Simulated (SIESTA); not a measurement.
The system is CdS (Hawleyite).

```
CELL_PARAMETERS angstrom
0.00000 2.91650 2.91650
2.91650 0.00000 2.91650
2.91650 2.91650 0.00000
ATOMIC_POSITIONS crystal
Cd 0.00000 0.00000 0.00000
S 0.75000 0.75000 0.75000
```

Base run:

| Property | Result |
| --- | --- |
| Program | SIESTA 5.4.2 |
| Functional | PBEsol |
| Potentials or basis | PseudoDojo 0.4 standard (PBEsol files) |
| Basis | DZP (energy shift 0.003 Ry; two zetas on semicore shells) |
| Grid cutoff | 800 Ry |
| Energy shift | 0.003 Ry |
| k mesh | 8 × 8 × 8 |
| Occupations | fermi-dirac, width 0.05 eV |
| Spin | no spin polarisation |

Its results: band gap on the k mesh 1.24 eV, direct; pressure 0.0 GPa.

Problem. The run is repeated on the same cell with these changes: functional from PBEsol to AM05. What comes out?

Solution. Band gap on the k mesh 1.34 eV, direct; pressure 0.6 GPa.

Caveats: the basis of atomic orbitals isn't converged, which shifts pressures, moduli and gaps; the potentials were made for another functional, which shifts forces and pressure (some runs).
